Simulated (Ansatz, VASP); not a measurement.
Two plane-wave programs on ZrC

```
CELL_PARAMETERS angstrom
0.00000 2.35021 2.35021
2.35021 0.00000 2.35021
2.35021 2.35021 0.00000
ATOMIC_POSITIONS crystal
Zr 0.50000 0.50000 0.50000
C 0.00000 0.00000 0.00000
```

Alike in both runs: task electric field gradients; functional PBE; k mesh 8 × 8 × 8; occupations fermi-dirac, width 0.05 eV; no spin polarisation.

|  | VASP | Ansatz |
| --- | --- | --- |
| version | VASP 6.6.1 | Ansatz 0.2.0 |
| potentials or method | VASP PAW PBE potentials, release 64 (Zr_sv, C) | PAW with Ansatz's default frozen-core files, scalar-relativistic |
| plane-wave cutoff (eV) | 520 | 420 |
| valence electrons in the cell | 16 | 16 |

```csv
,VASP,Ansatz,Ansatz less VASP
pressure (GPa),1.4,1.2,-0.25
Vzz of the field gradient on the site that differs most (V/Å²),0.0,0.0,0.00
```

With one functional, cell and mesh, what is left measures potentials, basis and numerics. Ansatz warned: «gradients_without_spin_orbit».
